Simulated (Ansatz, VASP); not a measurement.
# One calculation of Al2O3 (Corundum), two programs

```
Al O
1.0
     2.33298    1.34695    4.22809
    -2.33298    1.34695    4.22809
     0.00000   -2.69389    4.22809
Al O
4 6
Cartesian
  0.0000 0.0000 4.4651
  0.0000 0.0000 1.8771
  0.0000 0.0000 8.2192
  0.0000 0.0000 10.8072
  -0.9007 1.3469 7.3992
  -0.7161 -1.4535 7.3992
  1.6168 0.1066 7.3992
  0.9007 -1.3469 5.2851
  0.7161 1.4535 5.2851
  -1.6168 -0.1066 5.2851
```

Alike in both runs: functional PBE; k mesh 6 × 6 × 6; occupations gaussian, width 0.02 eV; no spin polarisation.

Ansatz relaxed the structure, and its values are those at the end. VASP's run is a single point on that final structure, the one shown.

```csv
,VASP,Ansatz
version,VASP 6.6.1,Ansatz 0.2.0
potentials or method,"VASP PAW PBE potentials, release 64 (Al, O)","scalar-relativistic, plane waves, PAW"
plane-wave cutoff (eV),520,420
valence electrons in the cell,48,48
```

```tsv
	VASP	Ansatz	Ansatz less VASP
gap on the k mesh at the Fermi level (eV)	7.01	7.01	-0.004
least direct gap on the mesh (eV)	7.01	7.01	-0.004
pressure (GPa)	26.2	26.2	+0.04
rms of the force components (eV/Å)	0.004	0.004	+0.0004
```

Caveats: so large a pressure means that the cell lies far from this level's equilibrium, or that cutoff or potentials fall short (VASP). A k mesh can miss the band edges. As with any semilocal functional, this PBE gap is likely too small.
